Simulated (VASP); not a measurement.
# C (P6_3/mmc) in VASP: a series of runs, part 2 of 2

VASP 6.6.1. The steps go on from the part before.

### 3 Electric field gradients, r2SCAN

The COD entry that gives the cell may itself be a prediction, so a difference from it is no test against experiment.

Input file POSCAR:

```
C
1.0
    2.5221000000      0.0000000000      0.0000000000
   -1.2610500000      2.1842026709      0.0000000000
    0.0000000000      0.0000000000     12.3557000000
C
12
Direct
    0.0000000000      0.0000000000      0.1868256751
    0.0000000000      0.0000000000      0.6868256751
    0.0000000000      0.0000000000      0.3131743249
    0.0000000000      0.0000000000      0.8131743249
    0.3333333333      0.6666666667      0.5207245483
    0.6666666667      0.3333333333      0.0207245483
    0.3333333333      0.6666666667      0.9792754517
    0.6666666667      0.3333333333      0.4792754517
    0.3333333333      0.6666666667      0.6451002458
    0.6666666667      0.3333333333      0.1451002458
    0.3333333333      0.6666666667      0.8548997542
    0.6666666667      0.3333333333      0.3548997542
```

Input file INCAR.step1:

```
SYSTEM = C
ALGO = Normal
EDIFF = 1E-4
ENCUT = 520
GGA = PE
ISMEAR = -1
LASPH = .TRUE.
LCHARG = .FALSE.
LREAL = .FALSE.
LWAVE = .TRUE.
NBANDS = 36
NELM = 80
PREC = Accurate
SIGMA = 0.05
```

Input file INCAR.step2:

```
SYSTEM = C
ALGO = Normal
EDIFF = 1E-8
ENCUT = 520
ISIF = 2
ISMEAR = -1
ISTART = 1
LASPH = .TRUE.
LCHARG = .FALSE.
LEFG = .TRUE.
LMIXTAU = .TRUE.
LREAL = .FALSE.
LWAVE = .FALSE.
METAGGA = R2SCAN
NBANDS = 36
NELM = 80
PREC = Accurate
SIGMA = 0.05
```

Input file KPOINTS:

```
k-points
0
G
  14 14 3
  0 0 0
```

Potentials or basis: VASP PAW PBE potentials, release 64 (C).

Command:

```console
$ cat potpaw_PBE.64/C/POTCAR > POTCAR
$ cp INCAR.step1 INCAR
$ mpirun -np 1 vasp_std > vasp.out
$ cp INCAR.step2 INCAR
$ mpirun -np 1 vasp_std > vasp.out
```

OUTCAR:

```text
SYSTEM = C
   EDIFF = 1E-8
   ENCUT = 520
   ISIF = 2
   ISMEAR = -1
   ISTART = 1
   LASPH = .TRUE.
   LREAL = .FALSE.
   METAGGA = R2SCAN
   NELM = 80
   PREC = Accurate

 ion  position               nearest neighbor table
   1  0.000  0.000  0.187-  10 1.54  10 1.54  10 1.54   3 1.56
   2  0.000  0.000  0.687-   9 1.54   9 1.54   9 1.54   4 1.56
   3  0.000  0.000  0.313-  12 1.54  12 1.54  12 1.54   1 1.56
   4  0.000  0.000  0.813-  11 1.54  11 1.54  11 1.54   2 1.56
   5  0.333  0.667  0.521-   9 1.54   8 1.54   8 1.54   8 1.54
   6  0.667  0.333  0.021-  10 1.54   7 1.54   7 1.54   7 1.54
   7  0.333  0.667  0.979-  11 1.54   6 1.54   6 1.54   6 1.54
   8  0.667  0.333  0.479-  12 1.54   5 1.54   5 1.54   5 1.54
   9  0.333  0.667  0.645-   5 1.54   2 1.54   2 1.54   2 1.54
  10  0.667  0.333  0.145-   6 1.54   1 1.54   1 1.54   1 1.54
  11  0.333  0.667  0.855-   7 1.54   4 1.54   4 1.54   4 1.54
  12  0.667  0.333  0.355-   8 1.54   3 1.54   3 1.54   3 1.54

  LATTYP: Found a hexagonal cell.
 ALAT       =     2.5221000000
 C/A-ratio  =     4.8989730780

  Lattice vectors:

 A1 = (   2.5221000000,   0.0000000000,   0.0000000000)
 A2 = (  -1.2610500000,   2.1842026709,   0.0000000000)
 A3 = (   0.0000000000,   0.0000000000,  12.3557000000)

Analysis of symmetry for initial positions (statically):
[... 1190 lines left out ...]
   4      -1.202    -1.201     2.403     0.000     0.000    -0.000
   5       0.257     0.257    -0.514    -0.000    -0.000     0.000
   6       0.257     0.257    -0.514    -0.000     0.000    -0.000
   7       0.257     0.257    -0.514    -0.000     0.000    -0.000
   8       0.257     0.257    -0.514    -0.000    -0.000     0.000
   9       0.366     0.365    -0.731    -0.000    -0.000     0.000
  10       0.366     0.365    -0.731    -0.000     0.000    -0.000
  11       0.366     0.365    -0.731    -0.000     0.000    -0.000
  12       0.366     0.365    -0.731    -0.000    -0.000     0.000
---------------------------------------------------------------------

 Electric field gradients after diagonalization (V/A^2)
 (convention: |V_zz| > |V_xx| > |V_yy|)
----------------------------------------------------------------------
 ion       V_xx      V_yy      V_zz     asymmetry (V_yy - V_xx)/ V_zz
----------------------------------------------------------------------
   1      -1.202    -1.201     2.403       0.000
   2      -1.202    -1.201     2.403       0.000
   3      -1.202    -1.201     2.403       0.000
   4      -1.202    -1.201     2.403       0.000
   5       0.258     0.257    -0.514       0.002
   6       0.258     0.257    -0.514       0.002
   7       0.258     0.257    -0.514       0.002
   8       0.258     0.257    -0.514       0.002
   9       0.366     0.365    -0.731       0.001
  10       0.366     0.365    -0.731       0.001
  11       0.366     0.365    -0.731       0.001
  12       0.366     0.365    -0.731       0.001
----------------------------------------------------------------------

           NMR quadrupolar parameters

 Cq : quadrupolar parameter    Cq=e*Q*V_zz/h
 eta: asymmetry parameters     (V_yy - V_xx)/ V_zz
 Q  : nuclear electric quadrupole moment in mb (millibarn)
----------------------------------------------------------------------
 ion       Cq(MHz)       eta       Q (mb)
----------------------------------------------------------------------
   1       0.006       0.000       1.000
   2       0.006       0.000       1.000
   3       0.006       0.000       1.000
   4       0.006       0.000       1.000
   5      -0.001       0.002       1.000
   6      -0.001       0.002       1.000
   7      -0.001       0.002       1.000
   8      -0.001       0.002       1.000
   9      -0.002       0.001       1.000
  10      -0.002       0.001       1.000
  11      -0.002       0.001       1.000
  12      -0.002       0.001       1.000
----------------------------------------------------------------------
```

OUTCAR.step1:

```text
SYSTEM = C
   EDIFF = 1E-4
   ENCUT = 520
   GGA = PE
   ISMEAR = -1
   LASPH = .TRUE.
[... 1200 lines left out ...]
      1.26105      0.72807      1.79282        -0.000000     -0.000000     -0.004599
     -0.00000      1.45614     10.56288         0.000000      0.000000      0.004599
      1.26105      0.72807      4.38503         0.000000     -0.000000      0.004599
 -----------------------------------------------------------------------------------
    total drift:                                0.000000      0.000000      0.000000

  FREE ENERGIE OF THE ION-ELECTRON SYSTEM (eV)
  ---------------------------------------------------
  free  energy   TOTEN  =      -109.0330143090 eV

  energy  without entropy=     -109.0330143090  energy(sigma->0) =     -109.03301431
```

Run time: 6.2 min. Hardware: 1 thread of Intel Xeon Platinum 8488C (Sapphire Rapids), shared host; peak memory 0.23 GiB.

What came out:

```yaml
Free_energy: -117.8553 eV
Pressure: -1.0 GPa
Largest_force: 0.027 eV/Å
Band_gap_on_the_k_mesh: 4.59 eV, indirect (least direct gap 5.56 eV)
```

Forces on the atoms (eV/Å):
```
C    0.000  0.000 -0.002
C    0.000  0.000 -0.002
C    0.000  0.000  0.002
C    0.000  0.000  0.002
C    0.000  0.000  0.017
C    0.000  0.000  0.017
C    0.000  0.000 -0.017
C    0.000  0.000 -0.017
C    0.000  0.000 -0.027
C    0.000  0.000 -0.027
C    0.000  0.000  0.027
C    0.000  0.000  0.027
```

Levels at points of the mesh, in eV from the valence-band top:
```csv
k point,band 20,band 21,band 22,band 23,band 24,band 25,band 26,band 27,band 28,band 29
"(0.00, 0.00, 0.00)",-1.07,-1.07,-0.14,0.00,0.00,5.56,5.56,5.90,6.74,6.74
"(0.50, 0.00, 0.00)",-4.64,-4.32,-4.27,-3.81,-3.07,4.76,5.41,5.47,5.96,7.13
```

Electric field gradients, principal values (V/Å²):
| atom | Vxx | Vyy | Vzz |
| --- | --- | --- | --- |
| 1 C | -1.201 | -1.202 | 2.403 |
| 2 C | -1.201 | -1.202 | 2.403 |
| 3 C | -1.201 | -1.202 | 2.403 |
| 4 C | -1.201 | -1.202 | 2.403 |
| 5 C | 0.257 | 0.258 | -0.514 |
| 6 C | 0.257 | 0.258 | -0.514 |
| 7 C | 0.257 | 0.258 | -0.514 |
| 8 C | 0.257 | 0.258 | -0.514 |
| 9 C | 0.365 | 0.366 | -0.731 |
| 10 C | 0.365 | 0.366 | -0.731 |
| 11 C | 0.365 | 0.366 | -0.731 |
| 12 C | 0.365 | 0.366 | -0.731 |

Caveat: the PAW data sets were made with another functional, which shifts forces and pressure a little; an odd mesh through Γ misses points on the zone boundary, where band edges often lie.

### 4 Electric field gradients, r2SCAN

Input file POSCAR:

```
C
1.0
    2.5221000000      0.0000000000      0.0000000000
   -1.2610500000      2.1842026709      0.0000000000
    0.0000000000      0.0000000000     12.3557000000
C
12
Direct
    0.0000000000      0.0000000000      0.1868256752
    0.0000000000      0.0000000000      0.6868256752
    0.0000000000      0.0000000000      0.3131743248
    0.0000000000      0.0000000000      0.8131743248
    0.3333333333      0.6666666667      0.5207245484
    0.6666666667      0.3333333333      0.0207245484
    0.3333333333      0.6666666667      0.9792754516
    0.6666666667      0.3333333333      0.4792754516
    0.3333333333      0.6666666667      0.6451002459
    0.6666666667      0.3333333333      0.1451002459
    0.3333333333      0.6666666667      0.8548997541
    0.6666666667      0.3333333333      0.3548997541
```

Input file INCAR.step1:

```
SYSTEM = C
PREC = Accurate
ENCUT = 520
ISMEAR = -1
SIGMA = 0.05
LREAL = .FALSE.
LASPH = .TRUE.
NELM = 100
NBANDS = 36
GGA = PE
ALGO = Normal
EDIFF = 1E-4
LWAVE = .TRUE.
LCHARG = .FALSE.
```

Input file INCAR.step2:

```
SYSTEM = C
PREC = Accurate
ENCUT = 520
EDIFF = 1E-8
ISMEAR = -1
SIGMA = 0.05
LREAL = .FALSE.
LASPH = .TRUE.
NELM = 100
ALGO = Normal
ISIF = 2
LWAVE = .FALSE.
LCHARG = .FALSE.
METAGGA = R2SCAN
LMIXTAU = .TRUE.
LEFG = .TRUE.
NBANDS = 36
ISTART = 1
```

Input file KPOINTS:

```
regular mesh
0
G
  14 14 3
  0 0 0
```

Potentials or basis: VASP PAW PBE potentials, release 64 (C).

Command:

```console
$ cat potpaw_PBE.64/C/POTCAR > POTCAR
$ cp INCAR.step1 INCAR
$ mpirun -np 1 vasp_std > vasp.out
$ cp INCAR.step2 INCAR
$ mpirun -np 1 vasp_std > vasp.out
```

OUTCAR:

```text
SYSTEM = C
   PREC = Accurate
   ENCUT = 520
   EDIFF = 1E-8
   ISMEAR = -1
   LREAL = .FALSE.
   LASPH = .TRUE.
   NELM = 100
   ISIF = 2
   METAGGA = R2SCAN
   ISTART = 1

 ion  position               nearest neighbor table
   1  0.000  0.000  0.187-  10 1.54  10 1.54  10 1.54   3 1.56
   2  0.000  0.000  0.687-   9 1.54   9 1.54   9 1.54   4 1.56
   3  0.000  0.000  0.313-  12 1.54  12 1.54  12 1.54   1 1.56
   4  0.000  0.000  0.813-  11 1.54  11 1.54  11 1.54   2 1.56
   5  0.333  0.667  0.521-   9 1.54   8 1.54   8 1.54   8 1.54
   6  0.667  0.333  0.021-  10 1.54   7 1.54   7 1.54   7 1.54
   7  0.333  0.667  0.979-  11 1.54   6 1.54   6 1.54   6 1.54
   8  0.667  0.333  0.479-  12 1.54   5 1.54   5 1.54   5 1.54
   9  0.333  0.667  0.645-   5 1.54   2 1.54   2 1.54   2 1.54
  10  0.667  0.333  0.145-   6 1.54   1 1.54   1 1.54   1 1.54
  11  0.333  0.667  0.855-   7 1.54   4 1.54   4 1.54   4 1.54
  12  0.667  0.333  0.355-   8 1.54   3 1.54   3 1.54   3 1.54

  LATTYP: Found a hexagonal cell.
 ALAT       =     2.5221000000
 C/A-ratio  =     4.8989730780

  Lattice vectors:

 A1 = (   2.5221000000,   0.0000000000,   0.0000000000)
 A2 = (  -1.2610500000,   2.1842026709,   0.0000000000)
 A3 = (   0.0000000000,   0.0000000000,  12.3557000000)

Analysis of symmetry for initial positions (statically):
=====================================================================
 Subroutine PRICEL returns:
 Original cell was already a primitive cell.

 Routine SETGRP: Setting up the symmetry group for a
 hexagonal supercell.

 Subroutine GETGRP returns: Found 24 space group operations
 (whereof 12 operations were pure point group operations)
 out of a pool of 24 trial point group operations.

The static configuration has the point symmetry D_3d.
 The point group associated with its full space group is D_6h.

Analysis of symmetry for dynamics (positions and initial velocities):
=====================================================================
 Subroutine PRICEL returns:
 Original cell was already a primitive cell.

 Routine SETGRP: Setting up the symmetry group for a
 hexagonal supercell.

 Subroutine GETGRP returns: Found 24 space group operations
 (whereof 12 operations were pure point group operations)
 out of a pool of 24 trial point group operations.

The dynamic configuration has the point symmetry D_3d.
 The point group associated with its full space group is D_6h.

 Subroutine INISYM returns: Found 24 space group operations
 (whereof 12 operations are pure point group operations),
 and found     1 'primitive' translations

----------------------------------------------------------------------------------------

                                     Primitive cell

  volume of cell :      68.0648

  direct lattice vectors                    reciprocal lattice vectors
     2.522100000  0.000000000  0.000000000     0.396494984  0.228916486  0.000000000
    -1.261050000  2.184202671  0.000000000     0.000000000  0.457832972  0.000000000
     0.000000000  0.000000000 12.355700000     0.000000000  0.000000000  0.080934306

  length of vectors
[... 153 lines left out ...]
 val. band max:        9.8014643205   @ k =   0.0000   0.0000   0.0000
 cond. band min:      14.3932339626   @ k =   0.3571  -0.0000   0.0000
 fundamental gap:      4.5917696421
 Fermi energy:        10.8397124806

 k-point     1 :       0.0000    0.0000    0.0000
  band No.  band energies     occupation
      1     -12.9928      2.00000
      2     -12.2306      2.00000
      3     -12.1489      2.00000
      4      -9.8723      2.00000
      5      -9.8080      2.00000
      6      -7.0226      2.00000
[... 925 lines left out ...]
     35      22.2923      0.00000
     36      22.8454      0.00000

 [... further k-points ...]
[... 5 lines left out ...]
  --------------------------------------------------------------------------------------
  -------------------------------------------------------------------------------------
  Total       -1.6187346     -1.6187346      1.9025585      0.0000000     -0.0000000      0.0000000
  in kB      -38.1033915    -38.1033915     44.7843231      0.0000000     -0.0000000      0.0000000
  external PRESSURE =     -10.4741533 kB  Pullay stress =       0.0000000 kB

 VOLUME and BASIS-vectors are now :
 -----------------------------------------------------------------------------
  energy-cutoff  :      520.00
  volume of cell :       68.06
      direct lattice vectors                 reciprocal lattice vectors
     2.522100000  0.000000000  0.000000000     0.396494984  0.228916486  0.000000000
    -1.261050000  2.184202671  0.000000000     0.000000000  0.457832972  0.000000000
     0.000000000  0.000000000 12.355700000     0.000000000  0.000000000  0.080934306

 POSITION                                       TOTAL-FORCE (eV/Angst)
 -----------------------------------------------------------------------------------
      0.00000      0.00000      2.30836        -0.000000      0.000000     -0.001759
      0.00000      0.00000      8.48621         0.000000      0.000000     -0.001759
      0.00000      0.00000      3.86949        -0.000000      0.000000      0.001759
      0.00000      0.00000     10.04734         0.000000      0.000000      0.001759
     -0.00000      1.45614      6.43392        -0.000000      0.000000      0.017477
      1.26105      0.72807      0.25607         0.000000      0.000000      0.017477
     -0.00000      1.45614     12.09963        -0.000000     -0.000000     -0.017477
      1.26105      0.72807      5.92178         0.000000      0.000000     -0.017477
     -0.00000      1.45614      7.97067         0.000000      0.000000     -0.027493
      1.26105      0.72807      1.79282        -0.000000     -0.000000     -0.027493
     -0.00000      1.45614     10.56288         0.000000      0.000000      0.027493
      1.26105      0.72807      4.38503        -0.000000      0.000000      0.027493
 -----------------------------------------------------------------------------------
    total drift:                                0.000000      0.000000      0.000000

  FREE ENERGIE OF THE ION-ELECTRON SYSTEM (eV)
  ---------------------------------------------------
  free  energy   TOTEN  =      -117.8553068791 eV

  energy  without entropy=     -117.8553068790  energy(sigma->0) =     -117.85530688

 Electric field gradients (V/A^2)
---------------------------------------------------------------------
 ion       V_xx      V_yy      V_zz      V_xy      V_xz      V_yz
---------------------------------------------------------------------
   1      -1.202    -1.201     2.403     0.000     0.000    -0.000
   2      -1.202    -1.201     2.403     0.000    -0.000     0.000
   3      -1.202    -1.201     2.403     0.000    -0.000     0.000
   4      -1.202    -1.201     2.403     0.000     0.000    -0.000
   5       0.257     0.257    -0.514    -0.000    -0.000     0.000
   6       0.257     0.257    -0.514    -0.000     0.000    -0.000
   7       0.257     0.257    -0.514    -0.000     0.000    -0.000
   8       0.257     0.257    -0.514    -0.000    -0.000     0.000
   9       0.366     0.365    -0.731    -0.000    -0.000     0.000
  10       0.366     0.365    -0.731    -0.000     0.000    -0.000
  11       0.366     0.365    -0.731    -0.000     0.000    -0.000
  12       0.366     0.365    -0.731    -0.000    -0.000     0.000
---------------------------------------------------------------------

 Electric field gradients after diagonalization (V/A^2)
 (convention: |V_zz| > |V_xx| > |V_yy|)
----------------------------------------------------------------------
 ion       V_xx      V_yy      V_zz     asymmetry (V_yy - V_xx)/ V_zz
----------------------------------------------------------------------
   1      -1.202    -1.201     2.403       0.000
   2      -1.202    -1.201     2.403       0.000
   3      -1.202    -1.201     2.403       0.000
   4      -1.202    -1.201     2.403       0.000
   5       0.258     0.257    -0.514       0.002
   6       0.258     0.257    -0.514       0.002
   7       0.258     0.257    -0.514       0.002
   8       0.258     0.257    -0.514       0.002
   9       0.366     0.365    -0.731       0.001
  10       0.366     0.365    -0.731       0.001
  11       0.366     0.365    -0.731       0.001
  12       0.366     0.365    -0.731       0.001
----------------------------------------------------------------------

           NMR quadrupolar parameters

 Cq : quadrupolar parameter    Cq=e*Q*V_zz/h
 eta: asymmetry parameters     (V_yy - V_xx)/ V_zz
 Q  : nuclear electric quadrupole moment in mb (millibarn)
----------------------------------------------------------------------
 ion       Cq(MHz)       eta       Q (mb)
----------------------------------------------------------------------
   1       0.006       0.000       1.000
   2       0.006       0.000       1.000
   3       0.006       0.000       1.000
   4       0.006       0.000       1.000
   5      -0.001       0.002       1.000
   6      -0.001       0.002       1.000
   7      -0.001       0.002       1.000
   8      -0.001       0.002       1.000
   9      -0.002       0.001       1.000
  10      -0.002       0.001       1.000
  11      -0.002       0.001       1.000
  12      -0.002       0.001       1.000
----------------------------------------------------------------------
```

It took 10 min on 1 thread of Intel Xeon Platinum 8375C at 2.90GHz (Ice Lake), shared host; peak memory 0.23 GiB.

Results:

| Property | Result |
| --- | --- |
| Free energy | -117.8553 eV |
| Pressure | -1.0 GPa |
| Largest force | 0.027 eV/Å |
| Band gap on the k mesh | 4.59 eV, indirect (least direct gap 5.56 eV) |

Forces on the atoms (eV/Å):
```
C    0.000  0.000 -0.002
C    0.000  0.000 -0.002
C    0.000  0.000  0.002
C    0.000  0.000  0.002
C    0.000  0.000  0.017
C    0.000  0.000  0.017
C    0.000  0.000 -0.017
C    0.000  0.000 -0.017
C    0.000  0.000 -0.027
C    0.000  0.000 -0.027
C    0.000  0.000  0.027
C    0.000  0.000  0.027
```

Electric field gradients, principal values (V/Å²):
```tsv
atom	Vxx	Vyy	Vzz
1 C	-1.201	-1.202	2.403
2 C	-1.201	-1.202	2.403
3 C	-1.201	-1.202	2.403
4 C	-1.201	-1.202	2.403
5 C	0.257	0.258	-0.514
6 C	0.257	0.258	-0.514
7 C	0.257	0.258	-0.514
8 C	0.257	0.258	-0.514
9 C	0.365	0.366	-0.731
10 C	0.365	0.366	-0.731
11 C	0.365	0.366	-0.731
12 C	0.365	0.366	-0.731
```

Caveat: the PAW data sets were made with another functional, which shifts forces and pressure a little; an odd mesh through Γ misses points on the zone boundary, where band edges often lie.
